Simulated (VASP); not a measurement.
Runs of VASP 6.6.1 on Si. The structure is cubic, space group Fd-3m (No. 227). The conventional cell has a = 5.427 Å, b = 5.427 Å, c = 5.427 Å, α = 90.00°, β = 90.00°, γ = 90.00°. Si (site symmetry -43m) has 4 Si at 2.35 Å as nearest neighbours. 

```tsv
level	potentials or basis	k mesh	cutoff (eV)	mesh quality	gap on the mesh (eV)	pressure (GPa)
PBE	VASP PAW PBE potentials, release 64 (Si)	7 × 7 × 7	520	not flagged	0.57	2.2
r2SCAN	VASP PAW PBE potentials, release 64 (Si)	7 × 7 × 7	520	not flagged	0.77	(a)
LDA	VASP PAW LDA potentials, release 64 (Si)	4 × 4 × 4	300	coarse	0.57	-0.8
PBEsol	VASP PAW PBE potentials, release 64 (Si)	7 × 7 × 7	520	not flagged	0.45	(b)
LDA	VASP PAW LDA potentials, release 64 (Si)	7 × 7 × 7	520	not flagged	0.46	-1.2
```

Alike in all rows: task single point; no spin polarisation; cell as given; smearing fermi-dirac 0.02 eV.

Fill in the values left out.

(a) 0.7; (b) 0.5.

Caveats: some runs use coarse meshes; an odd mesh through Γ misses points on the zone boundary, where band edges often lie (some runs); the PAW data sets were made with another functional, which shifts forces and pressure a little (some runs); the cutoff is under 1.25 times the usual one of these potentials, so pressure, stress and relaxed cells hold a basis-set (Pulay) error (some runs).
